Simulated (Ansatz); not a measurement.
Ge under changes of volume

One of the cells (39.048 Å³/atom); the others are scaled copies at fixed shape and fractional positions:

```
Ge
1.0
     4.05040    0.00000    0.00000
    -2.02520    3.50775    0.00000
     0.00000    0.00000   10.99336
Ge
4
Direct
  0.66667 0.33333 0.41485
  0.33333 0.66667 0.91485
  0.00000 0.00000 0.47745
  0.00000 0.00000 0.97745
```

This isn't the form of Ge at room conditions, which is diamond.

| Quantity | Value |
| --- | --- |
| Program | Ansatz 0.2.0 |
| Functional | PBEsol |
| Potentials or basis | Ansatz PAW |
| Cutoff | 420 eV (not typed: the program's choice for these potentials) |
| k mesh | 8 × 8 × 3 |
| Occupations | fermi-dirac, width 0.05 eV |
| Spin | no spin polarisation |

```tsv
volume (Å³/atom)	energy over the lowest point (meV/atom)	pressure (GPa)	gap on the mesh (eV)	largest force (eV/Å)
36.705	0.00	0.3	0.70	0.004
37.486	0.37	-0.4	0.69	0.064
38.267	3.93	-1.0	0.68	0.118
39.048	10.31	-1.6	0.67	0.167
39.829	19.18	-2.1	0.55	0.212
40.610	30.26	-2.5	0.45	0.254
41.391	?	?	?	?
```

Q: What does the run at 41.391 Å³/atom give?

A: Energy over the lowest point 43.30 meV/atom; pressure -2.8 GPa; gap on the mesh 0.35 eV; largest force 0.293 eV/Å.

Worked out: A Birch-Murnaghan fit of order 3 (a polynomial in V^(-2/3)) to the other rows has its minimum at 37.01 Å³/atom with B0 = V·E''(V) = 33 GPa and B' = 4.8 at fixed shape and positions, which overstates the stiffness. It gives 43.29 meV/atom at 41.391 Å³/atom, against the run's 43.30, and -dE/dV = -2.9 GPa, against -2.8. A parabola through the other rows of the gap, of slope -7.9 eV per unit of ln V there, extrapolates to 0.32 eV, against the run's 0.35.

Energies are extrapolated to zero smearing.

Caveats: odd divisions of the mesh miss points on the zone boundary, where band edges often lie, so the gap on the mesh can be too wide; the PAW data sets come from PBE, with cores solved anew for the run's functional, which leaves a small shift of forces and pressure.

A mesh can miss the band edges. Spin-orbit coupling on Ge is left out.
